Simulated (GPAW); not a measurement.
Crystal: Au.

```xyz
1
Lattice="0.0000 2.0350 2.0350 2.0350 0.0000 2.0350 2.0350 2.0350 0.0000" Properties=species:S:1:pos:R:3 pbc="T T T"
Au    0.0000    0.0000    0.0000
```

| Quantity | Value |
| --- | --- |
| Program | GPAW 26.7.0 |
| Task | relaxation of cell and atoms |
| Functional | PBEsol |
| Potentials or basis | PAW data sets generated in the run's folder for this functional |
| Cutoff | 600 eV |
| Basis | pw |
| k mesh | 11 × 11 × 11 |
| Occupations | fermi-dirac, width 0.05 eV |
| Spin | no spin polarisation |

At the start: pressure 4.7 GPa; volume 16.85 Å³/atom.

Task: How do energy, volume and symmetry change on relaxing?

Result: Over 3 steps the energy falls by 6.3 meV/atom and the volume is 17.28 Å³/atom (+2.5 %); space group Fm-3m (No. 225, to 0.05 Å).

Step by step:
```
step  energy change (eV)  largest force (eV/Å)  pressure (GPa)  volume (Å³)
   1              0.0000                0.0000            4.67        16.85
   2             -0.0062                0.0000            0.70        17.21
   3             -0.0063                0.0000            0.03        17.28
```

Final structure:
```yaml
crystal:
  lattice:
    - [0.00000, 2.05191, 2.05191]
    - [2.05191, 0.00000, 2.05191]
    - [2.05191, 2.05191, 0.00000]
  atoms:
    - { symbol: Au, position: [0.00000, 0.00000, 0.00000] }
```

Caveat: with this Au data set, volumes or pressures lay over 1.5 % or 2 GPa off other programs in two to four cells of ten; later steps reuse the first step's grids.
